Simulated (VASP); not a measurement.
# A slab model of blue phosphorene bilayer, AA, part 2 of 3

Aim: model blue phosphorene bilayer, AA by a slab and find how far its highest filled level lies below the vacuum.

VASP 6.6.1; LDA; plane waves and PAW (P).

So far. Step 2 (Surface relaxation): The run ended after 4 ionic steps, 0.042 eV below its first step, once forces and stress met EDIFFG = -0.02.

### Step 3. Potential and states of the slab

A static run writes the electrostatic potential without exchange and correlation (LVHAR), which is flat in the vacuum and gives the level to count from. The dipole correction cancels the field that unlike faces would set up across the vacuum.

File INCAR:

```
SYSTEM = P
PREC = Normal
ENCUT = 340
EDIFF = 1E-06
NELM = 120
ISMEAR = -1
SIGMA = 0.05
LREAL = .FALSE.
ALGO = Fast
GGA = CA
NBANDS = 24
LORBIT = 11
LWAVE = .FALSE.
LCHARG = .TRUE.
IDIPOL = 3
LDIPOL = .TRUE.
DIPOL = 0.5 0.5 0.5
LVHAR = .TRUE.
LVACPOTAV = .TRUE.
LELF = .TRUE.
NEDOS = 1500
```

File POSCAR:

```
P
1.0
    3.2183257771      0.0000000000      0.0000000000
   -1.6091628885      2.7871518806      0.0000000000
    0.0000000000      0.0000000000     23.6800000000
P
4
Direct
    0.6666666667      0.3333333333      0.3801812730
    0.3333333333      0.6666666667      0.4323969773
    0.6666666667      0.3333333333      0.5676030227
    0.3333333333      0.6666666667      0.6198187270
```

File KPOINTS:

```
Automatic mesh
0
Gamma
12 12 1
0 0 0
```

PAW data sets: P (LDA family, release 64).

Run with:

```
> mpirun -np 2 vasp_std
```

The log of the run:

```text
[banner, memory and clock lines left out]
running    2 mpi-ranks, on    1 nodes
 distrk:  each k-point on    2 cores,    1 groups
 distr:  one band on    1 cores,    2 groups

 POSCAR found type information on POSCAR P
 POSCAR found :  1 types and       4 ions
 LDA part: xc-table for (Slater(with rela. corr.)+CA(PZ))
 , standard interpolation
 POSCAR, INCAR and KPOINTS ok, starting setup
 FFT: planning ... GRIDC
 FFT: planning ... GRID_SOFT
 FFT: planning ... GRID
 WAVECAR not read
 entering main loop
       N       E                     dE             d eps       ncg     rms          rms(c)
DAV:   1     0.798190908440E+02    0.79819E+02   -0.54026E+03   912   0.446E+02
DAV:   2    -0.160615356565E+02   -0.95881E+02   -0.91616E+02  1256   0.111E+02
DAV:   3    -0.238934217339E+02   -0.78319E+01   -0.77496E+01  1232   0.336E+01
DAV:   4    -0.240793489350E+02   -0.18593E+00   -0.18585E+00  1296   0.612E+00
DAV:   5    -0.240822161739E+02   -0.28672E-02   -0.28672E-02  1328   0.684E-01    0.108E+01
RMM:   6    -0.238584267425E+02    0.22379E+00   -0.95202E-02   993   0.105E+00    0.641E+00
RMM:   7    -0.237699431208E+02    0.88484E-01   -0.20094E-01  1160   0.154E+00    0.299E-01
RMM:   8    -0.237682874337E+02    0.16557E-02   -0.17379E-02  1088   0.606E-01    0.113E-01
RMM:   9    -0.237686791622E+02   -0.39173E-03   -0.29315E-03  1266   0.254E-01    0.162E-01
RMM:  10    -0.237686265701E+02    0.52592E-04   -0.49904E-04  1269   0.102E-01    0.408E-01
RMM:  11    -0.237688977180E+02   -0.27115E-03   -0.23257E-04  1189   0.596E-02    0.262E-02
RMM:  12    -0.237689269449E+02   -0.29227E-04   -0.52434E-05  1322   0.292E-02    0.169E-02
RMM:  13    -0.237689843658E+02   -0.57421E-04   -0.10489E-05  1171   0.119E-02    0.254E-02
RMM:  14    -0.237690507546E+02   -0.66389E-04   -0.92078E-06  1119   0.816E-03    0.503E-03
RMM:  15    -0.237690661790E+02   -0.15424E-04   -0.22540E-06  1108   0.454E-03    0.393E-03
RMM:  16    -0.237690837522E+02   -0.17573E-04   -0.16253E-06  1048   0.351E-03    0.126E-03
RMM:  17    -0.237690852981E+02   -0.15460E-05   -0.30750E-07   961   0.187E-03    0.912E-04
RMM:  18    -0.237690879786E+02   -0.26805E-05   -0.19212E-07   973   0.141E-03    0.103E-03
RMM:  19    -0.237690880687E+02   -0.90040E-07   -0.15578E-08   696   0.676E-04
|                                                                             |
|           W    W    AA    RRRRR   N    N  II  N    N   GGGG   !!!           |
|           W    W   A  A   R    R  NN   N  II  NN   N  G    G  !!!           |
|           W    W  A    A  R    R  N N  N  II  N N  N  G       !!!           |
|           W WW W  AAAAAA  RRRRR   N  N N  II  N  N N  G  GGG   !            |
|           WW  WW  A    A  R   R   N   NN  II  N   NN  G    G                |
|           W    W  A    A  R    R  N    N  II  N    N   GGGG   !!!           |
|                                                                             |
|     Did not find any points to average over, which means that no vacuum     |
|     field-free region was found. Please increase the size of  your cell     |
|     in the dimension of the dipole correction to obtain accurate            |
|     workfunction values.                                                    |
|                                                                             |

   1 F= -.23769088E+02 E0= -.23769083E+02  d E =-.106859E-04
```

Wall time 8.2 s (2 MPI ranks of Intel Xeon 6975P-C (Granite Rapids), shared host); peak memory 0.26 GiB; 15 s of CPU time.

Parts of OUTCAR (step 3):

```text
  LATTYP: Found a hexagonal cell.
 ALAT       =     3.2183257771
 C/A-ratio  =     7.3578629511

The static configuration has the point symmetry D_3d.

 Found     19 irreducible k-points:

   k-points           NKPTS =     19   k-points in BZ     NKDIM =     19   number of bands    NBANDS=     24

   dimension x,y,z NGX =    16 NGY =   16 NGZ =  108
   dimension x,y,z NGXF=    32 NGYF=   32 NGZF=  216

   ENCUT  =  340.0 eV  24.99 Ry    5.00 a.u.   4.84  4.84 35.60*2*pi/ulx,y,z

   NELECT =      20.0000    total number of electrons

 E-fermi :  -1.1507

 k-point     1 :       0.0000    0.0000    0.0000
  band No.  band energies     occupation
    ...
      6      -2.2799      2.00000
      7      -2.2799      2.00000
      8      -2.2356      2.00000
      9      -2.2356      2.00000
     10      -1.8230      2.00000
     11       1.7777      0.00000
     12       1.7777      0.00000
     13       1.8014      0.00000
     14       1.8014      0.00000
     15       1.9271      0.00000
    ...

 k-point     2 :       0.0833    0.0000    0.0000
  band No.  band energies     occupation
    ...
      6      -3.2069      2.00000
      7      -3.1449      2.00000
      8      -2.5513      2.00000
      9      -2.5033      2.00000
     10      -1.7631      1.99999
     11       1.4631      0.00000
     12       1.5003      0.00000
     13       2.1219      0.00000
     14       2.1433      0.00000
     15       2.7686      0.00000
    ...

  Total       -0.0344455     -0.0344455     -0.0930054     -0.0000000      0.0000000      0.0000000
  in kB       -0.2598186     -0.2598186     -0.7015306     -0.0000000      0.0000000      0.0000000
  external PRESSURE =      -0.4070559 kB  Pullay stress =       0.0000000 kB

  energy-cutoff  :      340.00
  volume of cell :      212.41
      direct lattice vectors                 reciprocal lattice vectors
     3.218325777  0.000000000  0.000000000     0.310720564  0.179394601  0.000000000
    -1.609162888  2.787151881  0.000000000     0.000000000  0.358789202  0.000000000
     0.000000000  0.000000000 23.680000000     0.000000000  0.000000000  0.042229730

 POSITION                                       TOTAL-FORCE (eV/Angst)
 -----------------------------------------------------------------------------------
      1.60916      0.92905      9.00269        -0.000000     -0.000000     -0.004169
     -0.00000      1.85810     10.23916         0.000000      0.000000      0.019440
      1.60916      0.92905     13.44084        -0.000000     -0.000000     -0.019440
     -0.00000      1.85810     14.67731         0.000000      0.000000      0.004169
 -----------------------------------------------------------------------------------
    total drift:                                0.000000     -0.000000      0.000000

  FREE ENERGIE OF THE ION-ELECTRON SYSTEM (eV)
  ---------------------------------------------------
  free  energy   TOTEN  =       -23.7690880687 eV

  energy  without entropy=      -23.7690773828  energy(sigma->0) =      -23.76908273

 vacuum level on the upper side and lower side of the slab         4.116         4.116

 total charge
# of ion       s       p       d       tot
------------------------------------------
    1        1.098   1.378   0.000   2.475
    2        1.097   1.377   0.000   2.474
    3        1.097   1.377   0.000   2.474
    4        1.098   1.378   0.000   2.475
--------------------------------------------------
tot          4.389   5.509   0.000   9.898

[... 2 parts as in an earlier step ...]

[... 7 further parts left out ...]
```

This step gave:

```yaml
electronic_cycles: 19
fermi_energy: -1.151 eV
vacuum_levels: 4.116, 4.116 eV
ionisation_potentials_of_the_upper_and_lower_face: 5.787, 5.787 eV
electron_affinities_of_the_upper_and_lower_face: 4.858, 4.858 eV
gap_on_the_k_mesh: 0.929 eV
least_direct_gap_on_the_k_mesh: 1.721 eV
```

The density of states has structure finer than the step of the table below, so its rows give means over 0.5 eV, whole bins alone (the curve runs from -12.0 to 8.85 eV). Peaks (eV: height): total -3.40: 4.05, 2.26: 4.21, 3.56: 3.95, 4.64: 5.55, 5.17: 4.20, 6.93: 5.28, 8.01: 4.06; P s -11.14: 0.684, -9.53: 1.10, -8.92: 0.898, -8.30: 0.644, -7.69: 0.968, -7.08: 1.05, -6.54: 0.715; P p -4.93: 1.28, -4.09: 1.28, -3.33: 1.58, -2.87: 1.31, -1.41: 1.68, 3.56: 1.26, 4.64: 2.11.

Means over bins of 0.077 eV. The density of states by energy, zero at the valence-band top; means over each step; values in states/eV/cell:

```
energy (eV)   total     P s      P p
      -11.5   0.683   0.336   0.0567
      -11.0   0.600   0.288   0.0561
      -10.5   0.153  0.0729   0.0162
      -10.0   0.223  0.0928   0.0313
       -9.5    1.65   0.673    0.244
       -9.0    1.01   0.418    0.150
       -8.5   0.771   0.340    0.108
       -8.0   0.566   0.256   0.0742
       -7.5    1.25   0.532    0.135
       -7.0    1.43   0.669    0.116
       -6.5    1.06   0.478   0.0975
       -6.0   0.573  0.0184    0.210
       -5.5   0.560  0.0141    0.208
       -5.0    2.33   0.143    0.815
       -4.5    2.09   0.181    0.709
       -4.0    2.41   0.205    0.865
       -3.5    2.28   0.150    0.887
       -3.0    2.18  0.0966    0.950
       -2.5    1.68  0.0824    0.734
       -2.0    1.99   0.121    0.795
       -1.5    3.43   0.192     1.42
       -1.0    2.47   0.133     1.04
       -0.5   0.749  0.0480    0.337
        0.0    1.16  0.0545    0.501
        0.5  0.0104  3.8e-4  0.00380
        1.0   0.491  0.0432    0.108
        1.5    1.30   0.105    0.313
        2.0    2.26   0.127    0.645
        2.5    3.14   0.171    0.934
        3.0    1.99  0.0884    0.640
        3.5    2.96   0.112    0.957
        4.0    2.49   0.100    0.849
        4.5    4.26   0.188     1.54
        5.0    3.36  0.0928     1.06
        5.5    2.76   0.131    0.607
        6.0    2.63  0.0600    0.422
        6.5    1.78  0.0252    0.197
        7.0    4.24  0.0582    0.448
        7.5    2.92  0.0449    0.251
        8.0    3.18  0.0376    0.197
        8.5    3.25  0.0330    0.164
```

Zero at the Fermi level. Table of planar average of the electrostatic potential by height:

| height (Å) | planar average of the electrostatic potential (eV) |
| --- | --- |
| 0.0 | 5.27 |
| 0.5 | 5.27 |
| 1.0 | 5.27 |
| 1.5 | 5.27 |
| 2.0 | 5.27 |
| 2.5 | 5.27 |
| 3.0 | 5.27 |
| 3.5 | 5.27 |
| 4.0 | 5.27 |
| 4.5 | 5.27 |
| 5.0 | 5.27 |
| 5.5 | 5.26 |
| 6.0 | 5.26 |
| 6.5 | 5.22 |
| 7.0 | 5.09 |
| 7.5 | 4.54 |
| 8.0 | 2.36 |
| 8.5 | -6.49 |
| 9.0 | -15.4 |
| 9.5 | -11.4 |
| 10.0 | -14.4 |
| 10.5 | -12.3 |
| 11.0 | -0.414 |
| 11.5 | 3.73 |
| 12.0 | 4.17 |
| 12.5 | 1.85 |
| 13.0 | -8.12 |
| 13.5 | -15.4 |
| 14.0 | -11.0 |
| 14.5 | -14.9 |
| 15.0 | -11.0 |
| 15.5 | 0.547 |
| 16.0 | 4.07 |
| 16.5 | 4.98 |
| 17.0 | 5.20 |
| 17.5 | 5.25 |
| 18.0 | 5.26 |
| 18.5 | 5.27 |
| 19.0 | 5.27 |
| 19.5 | 5.27 |
| 20.0 | 5.27 |
| 20.5 | 5.27 |
| 21.0 | 5.27 |
| 21.5 | 5.27 |
| 22.0 | 5.27 |
| 22.5 | 5.27 |
| 23.0 | 5.27 |
| 23.5 | 5.27 |

Density of states in the PAW spheres, an atom over height of the layer and energy from the Fermi level.

Ten even steps from '_' (0.000 states/eV) to '@' (0.448 states/eV), each cell a mean:
```
________
________
..::::..
::----::
::::::::
##****##
@@%%%%@@
++++++++
++++++++
++++++++
++++++++
########
--::::--
########
++====++
++++++++
........
........
________
--------
--------
--------
```
Columns: height of the layer (Å) from 9 to 14.7 (not evenly spaced); rows upwards: energy from the Fermi level (eV) from -7.9 to 0.5.

Electrostatic potential energy in the ca plane at fractional y = 0.333, with atoms of P within 0.2 Å of it. With pseudopotentials it is smooth inside the atoms' cores, unlike the true potential.

Ten even steps from '0' (-68 eV) to '9' (4 eV), each cell a mean:
```
99999999999998657899999998756889999999999999
99999999999985002799999996101689999999999999
99999999999983000689999985000489999999999999
99999999999985102799999997201689999999999999
99999999999998767889999998767889999999999999
99999999999999988888999999998888899999999999
99999999999999999888899999999888899999999999
99999999999999988888999999988888999999999999
```
Columns run along c (16.0 Å, from fractional 0.16 to 0.83 of the cell; values clipped at the 3rd and 97th percentile), rows up along a (3.2 Å). Atoms in or near the plane, at fractional coordinates: P at (0.38, 0.67), P at (0.57, 0.67).

ELF in the ca plane at fractional y = 0.333, with atoms of P within 0.2 Å of it. It is the smooth field of the valence electrons, not physical close to the nuclei.

Ten even steps from '0' (0.00) to '9' (0.97), each cell a mean:
```
00000000025788877764310268877764321000000000
00000001368999855642100499855652100000000000
00000001578999723531000599832542000000000000
00000001358999856642100499866653110000000000
00000000024788877765420168877765432100000000
00000000000123456666752013445666765310000000
00000000000001124567763000124566777420000010
00000000001234556666651024556666765310000000
```
Columns run along c (16.0 Å, from fractional 0.16 to 0.83 of the cell), rows up along a (3.2 Å). Atoms in or near the plane, at fractional coordinates: P at (0.38, 0.67), P at (0.57, 0.67).

Valence density in the ca plane at fractional y = 0.333, with atoms of P within 0.2 Å of it. It is the smooth field of the valence electrons, not physical close to the nuclei.

Ten even steps from '0' (-0.10 e/Å³) to '9' (0.72 e/Å³), each cell a mean:
```
11111111111235788753221235789754321111111111
11111111111259769743211248858853211111111111
11111111111369407742211259605853211111111111
11111111111258879743211248869853211111111111
11111111111235788754221224688754321111111111
11111111111122345665321122345665421111111111
11111111111112234665421112234565432111111111
11111111111123456665321122345665421111111111
```
Columns run along c (16.0 Å, from fractional 0.16 to 0.83 of the cell), rows up along a (3.2 Å). Atoms in or near the plane, at fractional coordinates: P at (0.38, 0.67), P at (0.57, 0.67).

The map of layer states is cut here 0.5 eV above the Fermi level, so it leaves out the states above that.

The vacuum level lies 5.79 eV above the highest filled level at the upper face; both faces agree, as the slab has next to no dipole.

The program found no field-free point at its default tolerance, but its printed level agrees with the flat part of the planar average.

### Step 4. The slab in a field, field -0.1

A field across the slab, with the atoms held, gives the electronic response: the dipole changes linearly with the field, and the energy has a linear term from the slab's own dipole and a quadratic one from its polarisability.

File INCAR:

```
SYSTEM = P
PREC = Normal
ENCUT = 340
EDIFF = 1E-06
NELM = 120
ISMEAR = -1
SIGMA = 0.05
LREAL = .FALSE.
ALGO = Fast
GGA = CA
NBANDS = 16
LORBIT = 11
LWAVE = .FALSE.
LCHARG = .FALSE.
KPAR = 2
IDIPOL = 3
LDIPOL = .TRUE.
DIPOL = 0.5 0.5 0.5
EFIELD = -0.1
LVHAR = .TRUE.
```

POSCAR is that of step 3.

KPOINTS is that of step 3.

Run with:

```
> mpirun -np 2 vasp_std
```

The log of the run:

```text
[... set-up lines as in an earlier step ...]
 entering main loop
       N       E                     dE             d eps       ncg     rms          rms(c)
DAV:   1     0.101017916564E+03    0.10102E+03   -0.57811E+03   608   0.671E+02
DAV:   2    -0.142677603594E+02   -0.11529E+03   -0.10974E+03   864   0.149E+02
DAV:   3    -0.238732610416E+02   -0.96055E+01   -0.95618E+01   752   0.523E+01
DAV:   4    -0.240919714832E+02   -0.21871E+00   -0.21837E+00  1000   0.939E+00
DAV:   5    -0.240955119822E+02   -0.35405E-02   -0.35397E-02   800   0.108E+00    0.108E+01
RMM:   6    -0.238601208301E+02    0.23539E+00   -0.15366E-01   645   0.178E+00    0.641E+00
RMM:   7    -0.237705170152E+02    0.89604E-01   -0.29312E-01   676   0.251E+00    0.308E-01
RMM:   8    -0.237709625664E+02   -0.44555E-03   -0.29496E-02   758   0.111E+00    0.242E-01
RMM:   9    -0.237704476780E+02    0.51489E-03   -0.54964E-03   791   0.495E-01    0.108E-01
RMM:  10    -0.237706611726E+02   -0.21349E-03   -0.11060E-03   897   0.211E-01    0.678E-02
RMM:  11    -0.237708412827E+02   -0.18011E-03   -0.13742E-04   805   0.693E-02    0.557E-02
RMM:  12    -0.237708330231E+02    0.82596E-05   -0.31525E-05   820   0.315E-02    0.567E-03
RMM:  13    -0.237708885506E+02   -0.55528E-04   -0.14214E-05   753   0.180E-02    0.144E-02
RMM:  14    -0.237709427412E+02   -0.54191E-04   -0.10163E-05   672   0.119E-02    0.571E-03
RMM:  15    -0.237709651070E+02   -0.22366E-04   -0.28852E-06   596   0.684E-03    0.291E-03
RMM:  16    -0.237709736628E+02   -0.85557E-05   -0.91564E-07   538   0.415E-03    0.798E-04
RMM:  17    -0.237709769043E+02   -0.32416E-05   -0.33010E-07   421   0.254E-03    0.464E-04
RMM:  18    -0.237709782834E+02   -0.13791E-05   -0.76375E-08   285   0.173E-03    0.200E-04
RMM:  19    -0.237709792231E+02   -0.93962E-06   -0.51409E-08   273   0.156E-03
   1 F= -.23770979E+02 E0= -.23770974E+02  d E =-.109083E-04
```

The job ended after 5.4 s (2 MPI ranks; peak memory 0.28 GiB).

OUTCAR, selected parts (step 4):

```text
The static configuration has the point symmetry D_3d.

 Found     19 irreducible k-points:

   NELECT =      20.0000    total number of electrons

 dipolmoment           0.000000      0.000000     -0.037755 electrons x Angstroem

 E-fermi :  -1.1516

 k-point     1 :       0.0000    0.0000    0.0000
  band No.  band energies     occupation
    ...
      6      -2.2965      2.00000
      7      -2.2965      2.00000
      8      -2.2200      2.00000
      9      -2.2200      2.00000
     10      -1.8228      2.00000
     11       1.7555      0.00000
     12       1.7555      0.00000
     13       1.8226      0.00000
     14       1.8226      0.00000
     15       1.9038      0.00000
    ...

 k-point     2 :       0.0833    0.0000    0.0000
  band No.  band energies     occupation
    ...
      6      -3.2205      2.00000
      7      -3.1323      2.00000
      8      -2.5671      2.00000
      9      -2.4885      2.00000
     10      -1.7629      1.99999
     11       1.4445      0.00000
     12       1.5178      0.00000
     13       2.0989      0.00000
     14       2.1653      0.00000
     15       2.7484      0.00000
    ...

  Total       -0.0334944     -0.0334944     -0.0965745     -0.0000000     -0.0000000      0.0000000
  in kB       -0.2526447     -0.2526447     -0.7284515     -0.0000000     -0.0000000      0.0000000
  external PRESSURE =      -0.4112470 kB  Pullay stress =       0.0000000 kB

 POSITION                                       TOTAL-FORCE (eV/Angst)
 -----------------------------------------------------------------------------------
      1.60916      0.92905      9.00269        -0.000000      0.000000     -0.004789
     -0.00000      1.85810     10.23916        -0.000000      0.000000      0.019860
      1.60916      0.92905     13.44084         0.000000      0.000000     -0.019572
     -0.00000      1.85810     14.67731         0.000000      0.000000      0.004501
 -----------------------------------------------------------------------------------
    total drift:                               -0.000000      0.000000      0.000253

  FREE ENERGIE OF THE ION-ELECTRON SYSTEM (eV)
  ---------------------------------------------------
  free  energy   TOTEN  =       -23.7709792231 eV

  energy  without entropy=      -23.7709683148  energy(sigma->0) =      -23.77097377

 vacuum level on the upper side and lower side of the slab         4.876         3.359

 total charge
# of ion       s       p       d       tot
------------------------------------------
    1        1.097   1.379   0.000   2.476
    2        1.097   1.376   0.000   2.473
    3        1.096   1.378   0.000   2.474
    4        1.098   1.377   0.000   2.475
--------------------------------------------------
tot          4.389   5.509   0.000   9.898

[... 8 parts as in an earlier step ...]

[... 5 further parts left out ...]
```

This step gave:

```yaml
fermi_energy: -1.152 eV
dipole_moment: 0, 0, -0.03775 e·Å
gap_on_the_k_mesh: 0.9269 eV
least_direct_gap_on_the_k_mesh: 1.716 eV
```

The planar average of the electrostatic potential oscillates, so the rows of the table below give means over windows of 1 Å about each position, cut where the curve ends. Its maxima inside the range that stand out by 2 % of the span (Å: eV): 6.5: 5.07, 9.6: -10.8, 11.8: 4.30, 14.0: -10.8, 23.2: 6.03. Its minima: 0.4: 4.51, 9.1: -15.4, 10.2: -15.5, 13.5: -15.5, 14.6: -15.4.

Zero at the Fermi level. Table of planar average of the electrostatic potential by height; means over each step:

```csv
height (Å),planar average of the electrostatic potential (eV)
0,4.75
1,4.57
2,4.67
3,4.77
4,4.87
5,4.97
6,5.05
7,4.91
8,1.21
9,-12.9
10,-13.3
11,-2.10
12,3.73
13,-7.58
14,-12.9
15,-9.50
16,3.70
17,5.31
18,5.50
19,5.60
20,5.70
21,5.80
22,5.90
23,5.97
```

VASP counts the dipole in electrons times Å, so a positive number points the physical dipole along −c. A positive EFIELD is likewise a physical field along −c.

Energy at zero smearing: -23.77097 eV.

[end of part 2 of 3]

[Lines on the potential files, build, host, timing and source positions are cut from VASP's logs without a mark.]

[Logs are printed without paths, hosts, clocks, repeated set-up lines and the standing remarks that a program may print on its own settings, such as how far it seeks lower states.]

[Hosts, paths, dates, database ids (printed as entryN), source tags and the programs' standing remarks are cut or masked in the printed files.]

[In band tables of VASP the shares of atoms and orbitals are scaled to a sum of 1 inside the atoms' spheres.]

[Runs that stopped without an error message from VASP are left out.]
